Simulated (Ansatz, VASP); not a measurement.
# BeTe, level by level in two programs

```
Te Be
1.0
     0.00000    2.75141    2.75141
     2.75141    0.00000    2.75141
     2.75141    2.75141    0.00000
Te Be
1 1
Direct
  0.75000 0.75000 0.75000
  0.00000 0.00000 0.00000
```

Change from the starting cell: volume scaled by 0.98.

Single points on this cell with VASP 6.6.1 and Ansatz 0.2.0. Each row is one pair of runs. Alike in all rows: spin: off; k mesh: 8 × 8 × 8; smearing: fermi-dirac, width 0.05 eV; VASP's potentials, cutoff: VASP PAW PBE potentials, release 64 (Te, Be), 520 eV.

| level | Ansatz's potentials, cutoff | gap on the k mesh at the Fermi level (eV), VASP | gap on the k mesh at the Fermi level (eV), Ansatz | least direct gap on the mesh (eV), VASP | least direct gap on the mesh (eV), Ansatz | pressure (GPa), VASP | pressure (GPa), Ansatz |
| --- | --- | --- | --- | --- | --- | --- | --- |
| PBE | Ansatz PAW, 420 eV | 1.79 | 1.81 | 3.54 | 3.57 | 6.0 | 5.8 |
| PBE | SPMS NC, 707 eV | 1.79 | 1.81 | 3.54 | 3.58 | 6.0 | 5.9 |
| PBE | PseudoDojo standard (PBE files), 1197 eV | 1.79 | 1.81 | 3.54 | 3.57 | 6.0 | 5.9 |
| PBEsol | Ansatz PAW, 420 eV | 1.67 | 1.69 | 3.53 | 3.56 | 4.0 | 3.7 |

Gap on the k mesh at the fermi level (eV): the two programs differ by at most 0.021; least direct gap on the mesh (eV): the two programs differ by at most 0.039; pressure (GPa): the two programs differ by at most 0.31.

Caveats: spin-orbit coupling is left out, which moves the levels of the heavy elements (some rows); the PAW data sets were made with another functional, which shifts forces and pressure a little (VASP); the PAW data sets come from PBE, with cores solved anew for the run's functional, which leaves a small shift of forces and pressure (Ansatz).
